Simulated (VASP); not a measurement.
Wanted: the native input for a VASP 6.6.1 run.

* Task: relaxation of cell and atoms
* Functional: LDA
* Potentials or basis: VASP PAW LDA potentials, release 64 (Se)
* Cutoff: 600 eV
* k mesh: 9 × 9 × 6
* Occupations: gaussian, width 0.03 eV
* Spin: no spin polarisation
* Further INCAR settings: ALGO = Normal; EDIFF = 1e-06; IBRION = 2; EDIFFG = -0.01; NSW = 90; ISIF = 3

The structure of Se lies in POSCAR:

```
Se
1.0
    4.3662000000      0.0000000000      0.0000000000
   -2.1831000000      3.7812401180      0.0000000000
    0.0000000000      0.0000000000      4.9536000000
Se
3
Direct
    0.2254000000      0.0000000000      0.3333333333
    0.0000000000      0.2254000000      0.6666666667
    0.7746000000      0.7746000000      0.0000000000
```

The input as run:

INCAR

```
PREC     = Accurate       # precision mode
ENCUT    = 600            # plane-wave cutoff, eV
EDIFF    = 1E-6           # SCF threshold, eV
ISMEAR   = 0              # smearing method
SIGMA    = 0.03           # smearing width, eV
LREAL    = False          # projectors in reciprocal space
LASPH    = True           # aspherical terms in the spheres
NELM     = 80             # most SCF steps
ALGO     = Normal         # electronic algorithm
ISIF     = 3              # what is computed and relaxed
LWAVE    = False          # write WAVECAR
LCHARG   = False          # write CHGCAR
GGA      = CA             # functional
IBRION   = 2              # ionic algorithm
NSW      = 90             # ionic steps
EDIFFG   = -0.01          # ionic threshold
KPAR     = 2
```

KPOINTS

```
regular mesh
0
Gamma
  9 9 6
```

Potentials or basis: VASP PAW LDA potentials, release 64 (Se).

Launch:

```sh
$ cat potpaw_LDA.64/Se/POTCAR > POTCAR
$ mpirun -np 2 vasp_std > vasp.out
```

It gave:

- Relaxed volume: 23.04 Å³/atom
- Relaxed cell: a = 3.947 Å, b = 3.947 Å, c = 5.123 Å, α = 90.00°, β = 90.00°, γ = 120.00°
- Space group after relaxing (to 0.05 Å): P3_121 (No. 152)
- Energy gained by relaxing: 51.4 meV/atom
- Ionic steps: 17
- Pressure after relaxing: 0.0 GPa
- Band gap on the k mesh: 0.27 eV, direct

Caveat: the volume moved by over 15 % at a fixed basis, so the end points are rough; an odd mesh through Γ misses points on the zone boundary, where band edges often lie; the volume moved by -15 % from the deposited cell, more than functionals usually miss.

It took 2.8 min on 2 MPI ranks on AMD EPYC 9R14 (Zen 4), with other jobs on the host, peak memory 0.2 GiB a rank.
